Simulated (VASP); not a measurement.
# Sb: molecular dynamics with a thermostat

Sb, R-3m (no. 166), 12 atoms in the cell. PBE, molecular dynamics; PAW potentials Sb (PBE set).

Ensemble: Nose-Hoover chain; Target temperature (K): 1000.

## Input

INCAR:
```
SYSTEM = Sb
ALGO = Fast
EDIFF = 1E-6
ENCUT = 200
GGA = PE
IBRION = 0
ISIF = 2
ISMEAR = -1
ISYM = 0
KPAR = 2
LASPH = .True.
LCHARG = .False.
LREAL = Auto
LWAVE = .False.
MDALGO = 4
NELM = 60
NELMIN = 4
NHC_NCHAINS = 3
NHC_PERIOD = 30
NSW = 60
POTIM = 4.0
PREC = Normal
RANDOM_SEED = 244428 0 0
SIGMA = 0.05
TEBEG = 1000
```

KPOINTS:
```
k-points
0
Gamma
  3 2 1
```

POSCAR:
```
Sb
1.0
    4.3084000000      0.0000000000      0.0000000000
    0.0000000000      7.4623676994      0.0000000000
    0.0000000000      0.0000000000     11.2740000000
Sb
12
Direct
    0.0000000000      0.0000000000      0.7665100000
    0.5000000000      0.5000000000      0.7665100000
    0.0000000000      0.3333333334      0.9001566667
    0.5000000000      0.8333333334      0.9001566667
    0.5000000000      0.1666666666      0.0998433333
    0.0000000001      0.6666666666      0.0998433333
    0.0000000000      0.0000000000      0.2334900000
    0.5000000000      0.5000000000      0.2334900000
    0.0000000000      0.3333333334      0.4331766667
    0.5000000000      0.8333333334      0.4331766667
    0.5000000000      0.1666666666      0.5668233333
    0.0000000001      0.6666666666      0.5668233333
```

Commands:
```
cat potpaw_PBE.64/Sb/POTCAR > POTCAR
mpirun -np 2 vasp_std > vasp.out
```

## Result

- Mean temperature (K): 574
- Standard error of the mean temperature (K): 98
- Relative fluctuation of the kinetic energy: 0.394
- Canonical value of that fluctuation: 0.246
- Rise of the mean potential energy above the start (meV/atom): 72.3
- Electronic steps per ionic step after the first: 4.7

Course of the run:

| Time (fs) | Temperature (K) | Potential energy less the first (meV/atom) |
|---|---|---|
| 4 | 998 | 0.0 |
| 24 | 779 | 26.3 |
| 40 | 483 | 62.0 |
| 60 | 233 | 93.2 |
| 76 | 195 | 99.2 |
| 96 | 289 | 91.6 |
| 112 | 407 | 82.6 |
| 132 | 543 | 75.2 |
| 148 | 603 | 75.2 |
| 168 | 668 | 75.0 |
| 184 | 800 | 64.9 |
| 204 | 808 | 70.4 |
| 220 | 699 | 87.9 |
| 240 | 731 | 89.7 |

REPORT:
```
MDALGO =   4
           NHC_NCHAINS =   3
            NHC_PERIOD =    30
            NHC_NRESPA =    1
                NHC_NS =  1
               SCALING =       0
                 CNEXP =     9.000   14.000
           RANDOM_SEED =            244428                0                0

   original number of atomic DOF:         33
   number of independent constraints:      0
   number of active DOF:                  33

========================================
         MD step No.       1
========================================

  Atomic velocities initialized by STEP_tb

  >Nose-Hoover_chains
                       xs       vs(fs^-1)
   nhc_s>  -0.23540346E-06  -0.23537899E-06
   nhc_s>  -0.13889371E-03  -0.13889853E-03
   nhc_s>  -0.13888889E-03  -0.13886960E-03

  >Energies
                    E_tot             E_pot             E_kin               EPS                ES
   e_b>   -0.48548307E+02   -0.49967765E+02    0.14194595E+01    0.23936654E-04   -0.24607024E-04

  >Temperature
               T_sim     T_inst
   tmprt>   1000.000    998.306

           RANDOM_SEED =            244428               72                0

[... steps left out ...]

========================================
         MD step No.      60
========================================

  >Nose-Hoover_chains
                       xs       vs(fs^-1)
   nhc_s>  -0.48406380E+00  -0.17590002E-02
   nhc_s>   0.19839489E+01   0.58332076E-02
   nhc_s>   0.11903115E+01   0.22907491E-01

  >Energies
                    E_tot             E_pot             E_kin               EPS                ES
   e_b>   -0.48545957E+02   -0.48891963E+02    0.10389713E+01    0.41004674E+00   -0.11030120E+01

  >Temperature
               T_sim     T_inst
   tmprt>   1000.000    730.708

           RANDOM_SEED =            244428               72                0
```

OSZICAR:
```
N       E                     dE             d eps       ncg     rms          rms(c)
DAV:   1     0.153107772298E+03    0.15311E+03   -0.11860E+04   296   0.594E+02
DAV:   2    -0.370527146081E+02   -0.19016E+03   -0.18615E+03   353   0.146E+02
DAV:   3    -0.497617887344E+02   -0.12709E+02   -0.12525E+02   363   0.376E+01
DAV:   4    -0.499766764651E+02   -0.21489E+00   -0.21379E+00   360   0.524E+00
DAV:   5    -0.499819261024E+02   -0.52496E-02   -0.52457E-02   376   0.724E-01    0.866E+00
RMM:   6    -0.499704955521E+02    0.11431E-01   -0.19124E-02   296   0.644E-01    0.521E+00
RMM:   7    -0.499662376852E+02    0.42579E-02   -0.50159E-02   296   0.108E+00    0.157E-01
RMM:   8    -0.499674714378E+02   -0.12338E-02   -0.56082E-03   299   0.400E-01    0.451E-02
RMM:   9    -0.499677267976E+02   -0.25536E-03   -0.14929E-03   309   0.182E-01    0.241E-02
RMM:  10    -0.499677574074E+02   -0.30610E-04   -0.25467E-04   323   0.711E-02    0.104E-02
RMM:  11    -0.499677641345E+02   -0.67270E-05   -0.60611E-05   310   0.327E-02    0.274E-03
RMM:  12    -0.499677658179E+02   -0.16834E-05   -0.14089E-05   264   0.156E-02    0.265E-03
[... left out ...]
     59 T=   710. E= -.48538778E+02 F= -.48876326E+02 E0= -.48876291E+02  EK= 0.10162E+01 SP= -.11E+01 SK= 0.41E+00
[... last step whole ...]
       N       E                     dE             d eps       ncg     rms          rms(c)
DAV:   1    -0.488919161451E+02   -0.15590E-01   -0.12186E-02   547   0.143E+00    0.103E-02
RMM:   2    -0.488919565476E+02   -0.40403E-04   -0.45727E-04   296   0.721E-02    0.340E-03
RMM:   3    -0.488919622939E+02   -0.57462E-05   -0.58718E-05   301   0.271E-02    0.229E-03
RMM:   4    -0.488919632213E+02   -0.92739E-06   -0.10850E-05   266   0.107E-02    0.189E-03
RMM:   5    -0.488919633463E+02   -0.12504E-06   -0.22553E-06   188   0.496E-03
     60 T=   731. E= -.48538585E+02 F= -.48891963E+02 E0= -.48891925E+02  EK= 0.10463E+01 SP= -.11E+01 SK= 0.41E+00
```

Limits: 240 fs of 12 atoms are too short for converged averages; the cell is only 4.3 Å across, so each atom moves in step with near copies of itself.

VASP 6.6.1 took 304 s on 2 cores (Intel Xeon Platinum 8488C (Sapphire Rapids)), a shared host.
